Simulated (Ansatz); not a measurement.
# 1T-SiSTe bilayer (AA) in a perpendicular field, part 3 of 4

What dipole does a perpendicular field induce in the 1T-SiSTe bilayer (AA)? A positive field points along +c.

Ansatz 0.2.0; plane-wave DFT, PBE-D3(BJ), Ansatz PAW (the session's first sound run).

So far. Step 8 (Atoms held, field 0.3 V/Å): The dipole is 0.157 e·Å, 0.201 e·Å from its value without field. Step 9 (Response, atoms held): The induced dipole is that of a conductor 11.53 Å thick.

## Step 10: Same geometry, cutoff 420 eV, functional LDA

This step: plane-wave DFT, LDA, Ansatz PAW (Ansatz 0.2.0).

The geometry is kept and the functional is LDA; other changes against the main runs: SCF threshold 1.0e-10 → 1.0e-09 eV, k-mesh 18×18×1 → 6×6×1 and no dispersion term, which doesn't act on the electrons.

The input, input.yaml:

```yaml
crystal:
  lattice:
    - [3.4862723409, 0.0, 0.0]
    - [-1.7431361705, 3.0192004117, 0.0]
    - [0.0, 0.0, 27.2790333455]
  atoms:
    - { symbol: Te, position: [0.6666666667, 0.3333333333, 0.3299237142] }
    - { symbol: Si, position: [0.0, 0.0, 0.3946038136] }
    - { symbol: S, position: [0.3333333333, 0.6666666667, 0.4403492174] }
    - { symbol: Te, position: [0.6666666667, 0.3333333333, 0.5592154249] }
    - { symbol: Si, position: [0.0, 0.0, 0.624261049] }
    - { symbol: S, position: [0.3333333333, 0.6666666667, 0.6700762858] }
kpoints:
  mp_grid: { grid: [6, 6, 1] }
hamiltonian:
  xc: lda
scf:
  occupations: { method: fermi_dirac, width: 0.05 }
  convergence: { dr2_threshold: 1.0e-09 }
efield:
  axis: 3
  dipole_correction: true
  ramp_position: 0.97
  ramp_width: 0.06
  amplitude: 0.1
output:
  write_potential: true
  write_density: true
  volumetric_format: npy
```

Run with:

```console
ansatz run input.yaml --threads 4 --pin off --max-ram 6144MiB --backend cpu --events-out ev --progress --plain --runs-dir out
```

Numbers of over 12 decimals in the logs are rounded to 6 here.

The log of the run:

```text
[...]
Crystal: 6 atoms, lattice volume = 287.132 Å³
Basis set: ecut = 420 eV, 5569 PW (Γ)
Bands: 32, of which v1, the nominal top of the filled ones, is band 26 counted from 1 (25 counted from 0)
Symmetry: 6 space group operations
[...]
k-points: 7 of 36 (time reversal used)
[...]
SCF iter   1: F=—  HF=-16612.135062 eV  |F-HF|=—  |Δ(HF+E_count)|=         —  Δρ=1.93e-2  dr2=1.76e0  ethr=3.10e-3  p=0.068 e·Å  D=4.29e-2 V/Å  ΔV_dip=-1.17 eV  dr2_dipole=3.09e-1  V_vac-E_F(+/−)=6.20/4.87 eV  ⟨swp⟩=11.0  Hψ=1293  notcnv=0
[...]
SCF iter  11: F=-16611.750368 eV  HF=-16611.750368 eV  |F-HF|=2.55e-11  |Δ(HF+E_count)|=  1.09e-11  Δρ=1.04e-7  dr2=6.59e-11  ethr=1.92e-12  p=0.024 e·Å  D=1.51e-2 V/Å  ΔV_dip=-0.41 eV  dr2_dipole=5.14e-12  V_vac-E_F(+/−)=5.87/3.78 eV  ⟨swp⟩=2.3  Hψ=432  notcnv=0
SCF 1 converged in 11 iterations: F = -16611.750368 eV  dr2 = 6.59e-11
[...]
SCF converged after 11 iterations
Free energy (F): -16611.750368 eV
[...]
Internal energy: -16611.720678 eV  (E = F + TS)
E sigma→0 (E₀):  -16611.735523 eV
Entropy (-TS):   -0.029690 eV (-4.948 meV/atom)
Fermi energy:    1.418550 eV
Dipole field:    D = 0.015068 V/Å  (p = 0.023910 e·Å, saw-weighted, corrected)
Work function:   not extracted (applied field tilts the vacuum); planar V_es + V_field profile in the machine report
[...]
--- Band table (eV; the first three rows and the last of 7) ---
  k-point 0: bands = [... 22 lower, 1.8148, 1.8148, 1.8670, 1.8670, 2.1618, 2.5640, 4.4870, 4.7387, ... 2 higher]
  k-point 1: bands = [... 22 lower, -0.3884, -0.1874, 1.4559, 1.5319, 2.8058, 2.9854, 4.2968, 4.7172, ... 2 higher]
  k-point 2: bands = [... 22 lower, -1.0011, -0.4881, 0.6974, 0.8185, 1.2525, 1.4905, 4.2294, 4.4948, ... 2 higher]
  k-point 6: bands = [... 22 lower, -1.5271, -0.9658, -0.8377, -0.3106, 1.4654, 2.0172, 4.6813, 5.3827, ... 2 higher]
```

It took 1.7 s on 4 threads of Intel Xeon Platinum 8488C (Sapphire Rapids), shared host; peak memory 0.59 GiB.

Numbers from this step:

| Property | Result |
| --- | --- |
| energy at zero smearing | -16611.7355 eV |
| dipole along the normal | 0.02391 e·Å |

The dipole is 0.0239 e·Å.

## Step 11: Same geometry, cutoff 420 eV, functional LDA (run 2)

The same run in the opposite field.

Changes to input.yaml since step 10:

```diff
@@ -24,3 +24,3 @@
   ramp_width: 0.06
-  amplitude: 0.1
+  amplitude: -0.1
 output:
```

The log of the run:

```text
[...]
Crystal: 6 atoms, lattice volume = 287.132 Å³
Basis set: ecut = 420 eV, 5569 PW (Γ)
Bands: 32, of which v1, the nominal top of the filled ones, is band 26 counted from 1 (25 counted from 0)
Symmetry: 6 space group operations
[...]
k-points: 7 of 36 (time reversal used)
[...]
k-point 0: bands = [... 22 lower, 1.8411, 1.8411, 1.8907, 1.8907, 2.1861, 2.5800, 4.6473, 4.7616, ... 2 higher]
  k-point 1: bands = [... 22 lower, -0.3637, -0.1639, 1.4820, 1.5552, 2.8301, 3.0050, 4.3579, 4.7392, ... 2 higher]
  k-point 2: bands = [... 22 lower, -0.9764, -0.4689, 0.7229, 0.8418, 1.2752, 1.5111, 4.2727, 4.5140, ... 2 higher]
  k-point 6: bands = [... 22 lower, -1.5079, -0.9521, -0.8090, -0.2822, 1.4901, 2.0412, 4.7123, 5.4007, ... 2 higher]
[key lines of the parts left out:]
SCF converged after 10 iterations
Free energy (F): -16611.759088 eV
Fermi energy:    1.442316 eV
Dipole field:    D = -0.069993 V/Å  (p = -0.111065 e·Å, saw-weighted, corrected)
```

Wall time 1.7 s (4 threads); peak memory 0.59 GiB; 5.8 s of CPU time.

The dipole is -0.111 e·Å.

## Step 12: Response at this level

This step: plane-wave DFT, LDA, Ansatz PAW; response to a field along the normal, atoms held (Ansatz 0.2.0).

The two signs of the field give the slope at this level.

This step gave:

| Item | Value |
| --- | --- |
| equivalent conductor thickness p/(ε₀AE) | 11.60 Å |

The induced dipole is that of a conductor 11.60 Å thick.

## Step 13: Same geometry, cutoff 420 eV, functional PBE

This step: plane-wave DFT, PBE, Ansatz PAW (Ansatz 0.2.0).

The geometry is kept and the functional is PBE; other changes against the main runs: SCF threshold 1.0e-10 → 1.0e-09 eV, k-mesh 18×18×1 → 6×6×1 and no dispersion term, which doesn't act on the electrons.

Changes to input.yaml since step 11:

```diff
@@ -15,3 +15,3 @@
 hamiltonian:
-  xc: lda
+  xc: pbe
 scf:
@@ -24,3 +24,3 @@
   ramp_width: 0.06
-  amplitude: -0.1
+  amplitude: 0.1
 output:
```

The log of the run:

```text
[...]
Crystal: 6 atoms, lattice volume = 287.132 Å³
Basis set: ecut = 420 eV, 5569 PW (Γ)
Bands: 32, of which v1, the nominal top of the filled ones, is band 26 counted from 1 (25 counted from 0)
Symmetry: 6 space group operations
[...]
k-points: 7 of 36 (time reversal used)
[...]
k-point 0: bands = [... 22 lower, 2.0984, 2.0984, 2.1467, 2.1467, 2.5231, 2.9103, 4.7156, 5.0347, ... 2 higher]
  k-point 1: bands = [... 22 lower, -0.1078, 0.0794, 1.7295, 1.8019, 3.1095, 3.2902, 4.6121, 5.0425, ... 2 higher]
  k-point 2: bands = [... 22 lower, -0.7617, -0.2578, 0.9635, 1.0809, 1.5588, 1.7938, 4.5502, 4.8153, ... 2 higher]
  k-point 6: bands = [... 22 lower, -1.2928, -0.7428, -0.5834, -0.0698, 1.7785, 2.3144, 4.9617, 5.7279, ... 2 higher]
[key lines of the parts left out:]
SCF converged after 11 iterations
Free energy (F): -17036.329227 eV
Fermi energy:    1.705402 eV
Dipole field:    D = 0.014145 V/Å  (p = 0.022445 e·Å, saw-weighted, corrected)
```

It took 1.7 s on 4 threads; peak memory 0.6 GiB; 6.1 s of CPU time.

The dipole is 0.0224 e·Å.

## Step 14: Same geometry, cutoff 420 eV, functional PBE (run 2)

The same run in the opposite field.

Changes to input.yaml since step 13:

```diff
@@ -24,3 +24,3 @@
   ramp_width: 0.06
-  amplitude: 0.1
+  amplitude: -0.1
 output:
```

The log of the run:

```text
[...]
Crystal: 6 atoms, lattice volume = 287.132 Å³
Basis set: ecut = 420 eV, 5569 PW (Γ)
Bands: 32, of which v1, the nominal top of the filled ones, is band 26 counted from 1 (25 counted from 0)
Symmetry: 6 space group operations
[...]
k-points: 7 of 36 (time reversal used)
[...]
k-point 0: bands = [... 22 lower, 2.1253, 2.1253, 2.1717, 2.1717, 2.5488, 2.9268, 4.9297, 5.0584, ... 2 higher]
  k-point 1: bands = [... 22 lower, -0.0817, 0.1040, 1.7563, 1.8265, 3.1348, 3.3108, 4.6890, 5.0675, ... 2 higher]
  k-point 2: bands = [... 22 lower, -0.7358, -0.2376, 0.9898, 1.1055, 1.5825, 1.8153, 4.5959, 4.8348, ... 2 higher]
  k-point 6: bands = [... 22 lower, -1.2728, -0.7280, -0.5535, -0.0405, 1.8043, 2.3394, 4.9937, 5.7476, ... 2 higher]
[key lines of the parts left out:]
SCF converged after 11 iterations
Free energy (F): -17036.338237 eV
Fermi energy:    1.730269 eV
Dipole field:    D = -0.070906 V/Å  (p = -0.112513 e·Å, saw-weighted, corrected)
```

It took 1.7 s on 4 threads; peak memory 0.57 GiB.

The dipole is -0.113 e·Å.

## Step 15: Response at this level

This step: plane-wave DFT, PBE, Ansatz PAW; response to a field along the normal, atoms held (Ansatz 0.2.0).

The induced dipole is that of a conductor 11.60 Å thick.

## Step 16: Same geometry, cutoff 500 eV, functional r2SCAN

This step: plane-wave DFT, r2SCAN, Ansatz PAW (Ansatz 0.2.0).

The geometry is kept and the functional is r2SCAN; other changes against the main runs: SCF threshold 1.0e-10 → 1.0e-09 eV, cutoff 420 → 500, k-mesh 18×18×1 → 6×6×1 and no dispersion term, which doesn't act on the electrons.

Changes to input.yaml since step 14:

```diff
@@ -15,3 +15,3 @@
 hamiltonian:
-  xc: pbe
+  xc: r2scan
 scf:
@@ -24,3 +24,3 @@
   ramp_width: 0.06
-  amplitude: -0.1
+  amplitude: 0.1
 output:
```

The log of the run:

```text
[...]
Crystal: 6 atoms, lattice volume = 287.132 Å³
Basis set: ecut = 500 eV, 7287 PW (Γ), exchange–correlation on 108×108×800 points (64 copies of the dense FFT grid, shifted against one another)
Bands: 32, of which v1, the nominal top of the filled ones, is band 26 counted from 1 (25 counted from 0)
Symmetry: 6 space group operations
[...]
k-point 0: bands = [... 22 lower, 2.0245, 2.0245, 2.0714, 2.0714, 2.7427, 3.1192, 5.0911, 5.1337, ... 2 higher]
  k-point 1: bands = [... 22 lower, -0.2367, -0.0740, 1.6265, 1.6979, 3.2183, 3.4118, 4.8943, 5.3079, ... 2 higher]
  k-point 2: bands = [... 22 lower, -1.0219, -0.5013, 0.8144, 0.9325, 1.6018, 1.8477, 4.7694, 5.0309, ... 2 higher]
  k-point 6: bands = [... 22 lower, -1.5579, -1.0033, -0.8228, -0.3015, 1.8231, 2.3847, 5.1746, 5.9528, ... 2 higher]
[key lines of the parts left out:]
SCF converged after 12 iterations
Free energy (F): -17080.082932 eV
Fermi energy:    1.651552 eV
Dipole field:    D = 0.015618 V/Å  (p = 0.024782 e·Å, saw-weighted, corrected)
```

Elapsed: 4.4 s, on 4 threads; peak memory 1.1 GiB.

The dipole is 0.0248 e·Å.

## Step 17: Same geometry, cutoff 500 eV, functional r2SCAN (run 2)

The same run in the opposite field.

Changes to input.yaml since step 16:

```diff
@@ -24,3 +24,3 @@
   ramp_width: 0.06
-  amplitude: 0.1
+  amplitude: -0.1
 output:
```

The log of the run:

```text
[...]
Crystal: 6 atoms, lattice volume = 287.132 Å³
Basis set: ecut = 500 eV, 7287 PW (Γ), exchange–correlation on 108×108×800 points (64 copies of the dense FFT grid, shifted against one another)
Bands: 32, of which v1, the nominal top of the filled ones, is band 26 counted from 1 (25 counted from 0)
Symmetry: 6 space group operations
[...]
k-point 0: bands = [... 22 lower, 2.0518, 2.0518, 2.0969, 2.0969, 2.7686, 3.1342, 5.1573, 5.1573, ... 2 higher]
  k-point 1: bands = [... 22 lower, -0.2100, -0.0490, 1.6535, 1.7231, 3.2432, 3.4318, 4.9634, 5.3309, ... 2 higher]
  k-point 2: bands = [... 22 lower, -0.9960, -0.4810, 0.8409, 0.9576, 1.6253, 1.8691, 4.8141, 5.0485, ... 2 higher]
  k-point 6: bands = [... 22 lower, -1.5384, -0.9887, -0.7923, -0.2715, 1.8488, 2.4100, 5.2069, 5.9714, ... 2 higher]
[key lines of the parts left out:]
SCF converged after 15 iterations
Free energy (F): -17080.091403 eV
Fermi energy:    1.676801 eV
Dipole field:    D = -0.069000 V/Å  (p = -0.109489 e·Å, saw-weighted, corrected)
```

Wall time 5.2 s (4 threads); peak memory 1.1 GiB; 19 s of CPU time.

The dipole is -0.109 e·Å.

## Step 18: Response at this level

This step: plane-wave DFT, r2SCAN, Ansatz PAW; response to a field along the normal, atoms held (Ansatz 0.2.0).

The induced dipole is that of a conductor 11.54 Å thick.

## Step 19: Same geometry, cutoff 420 eV, functional HSE06

This step: plane-wave DFT, HSE06, Ansatz PAW (Ansatz 0.2.0).

The geometry is kept and the functional is HSE06; other changes against the main runs: SCF threshold 1.0e-10 → 1.0e-09 eV, k-mesh 18×18×1 → 6×6×1 and no dispersion term, which doesn't act on the electrons.

Changes to input.yaml since step 17:

```diff
@@ -15,3 +15,3 @@
 hamiltonian:
-  xc: r2scan
+  xc: hse06
 scf:
@@ -24,3 +24,3 @@
   ramp_width: 0.06
-  amplitude: -0.1
+  amplitude: 0.1
 output:
```

The log of the run:

```text
[...]
Crystal: 6 atoms, lattice volume = 287.132 Å³
Basis set: ecut = 420 eV, 5569 PW (Γ)
Bands: 32, of which v1, the nominal top of the filled ones, is band 26 counted from 1 (25 counted from 0)
Symmetry: 6 space group operations
[...]
k-points: 7 of 36 (time reversal used)
[...]
k-point 0: bands = [... 22 lower, 2.0434, 2.0434, 2.0977, 2.0977, 2.7944, 3.2004, 4.9866]
  k-point 1: bands = [... 22 lower, -0.4373, -0.2876, 1.5764, 1.6555, 3.3708, 3.5733, 4.9650]
  k-point 2: bands = [... 22 lower, -1.3769, -0.8274, 0.6736, 0.7973, 1.6363, 1.9013, 4.8930]
  k-point 6: bands = [... 22 lower, -1.9768, -1.3867, -1.0995, -0.5463, 1.9258, 2.5239, 5.3296]
  guard bands above this table: 3 of the run's 32 bands. The solve was not asked for them (output.publish_guard_bands: true or output.eigenvalues: true publishes all)
[key lines of the parts left out:]
Free energy (F): -17046.927057 eV
Fermi energy:    1.635348 eV
Dipole field:    D = 0.017317 V/Å  (p = 0.027479 e·Å, saw-weighted, corrected)
```

It took 30 s on 4 threads; peak memory 3.7 GiB.

The dipole is 0.0275 e·Å.

## Step 20: Same geometry, cutoff 420 eV, functional HSE06 (run 2)

The same run in the opposite field.

Changes to input.yaml since step 19:

```diff
@@ -24,3 +24,3 @@
   ramp_width: 0.06
-  amplitude: 0.1
+  amplitude: -0.1
 output:
```

The log of the run:

```text
[...]
Crystal: 6 atoms, lattice volume = 287.132 Å³
Basis set: ecut = 420 eV, 5569 PW (Γ)
Bands: 32, of which v1, the nominal top of the filled ones, is band 26 counted from 1 (25 counted from 0)
Symmetry: 6 space group operations
[...]
k-points: 7 of 36 (time reversal used)
[...]
--- Band table (eV; the first three rows and the last of 7) ---
  k-point 0: bands = [... 22 lower, 2.0730, 2.0730, 2.1228, 2.1228, 2.8207, 3.2152, 5.2731]
  k-point 1: bands = [... 22 lower, -0.4096, -0.2620, 1.6048, 1.6810, 3.3964, 3.5932, 5.0681]
  k-point 2: bands = [... 22 lower, -1.3506, -0.8058, 0.7006, 0.8230, 1.6594, 1.9222, 4.9424]
  k-point 6: bands = [... 22 lower, -1.9570, -1.3710, -1.0694, -0.5157, 1.9515, 2.5494, 5.3628]
[...]
[key lines of the parts left out:]
Free energy (F): -17046.934977 eV
Fermi energy:    1.660752 eV
Dipole field:    D = -0.067239 V/Å  (p = -0.106694 e·Å, saw-weighted, corrected)
```

Run time: 31 s. Hardware: 4 threads; peak memory 3.7 GiB.

The dipole is -0.107 e·Å.

## Step 21: Comparing the runs

Times are for 4 threads of Intel Xeon Platinum 8488C (Sapphire Rapids), shared host. The runs compared:

```tsv
no.	functional	field	dipole along the normal (e·Å)	time	memory (GiB)
1	lda	0.1 V/Å	0.02391	1.7 s	0.59
2	lda	-0.1 V/Å	-0.1111	1.7 s	0.59
3	pbe	0.1 V/Å	0.02244	1.7 s	0.60
4	pbe	-0.1 V/Å	-0.1125	1.7 s	0.57
5	r2scan	0.1 V/Å	0.02478	4.4 s	1.1
6	r2scan	-0.1 V/Å	-0.1095	5.2 s	1.1
7	hse06	0.1 V/Å	0.02748	30 s	3.7
8	hse06	-0.1 V/Å	-0.1067	31 s	3.7
```

## Step 22: Response at this level

This step: plane-wave DFT, HSE06, Ansatz PAW; response to a field along the normal, atoms held (Ansatz 0.2.0).

The induced dipole is that of a conductor 11.53 Å thick.

[end of part 3 of 4]

[Logs are printed without paths, hosts, clocks, repeated set-up lines and the standing remarks that a program may print on its own settings, such as how far it seeks lower states.]

[Hosts, paths, dates, database ids (printed as entryN), source tags and the programs' standing remarks are cut or masked in the printed files.]

[Maps of the electrostatic potential energy from Ansatz leave out the sawtooth potential of an applied field or a dipole correction, so their vacuum need not be flat; planar profiles and work functions include it.]
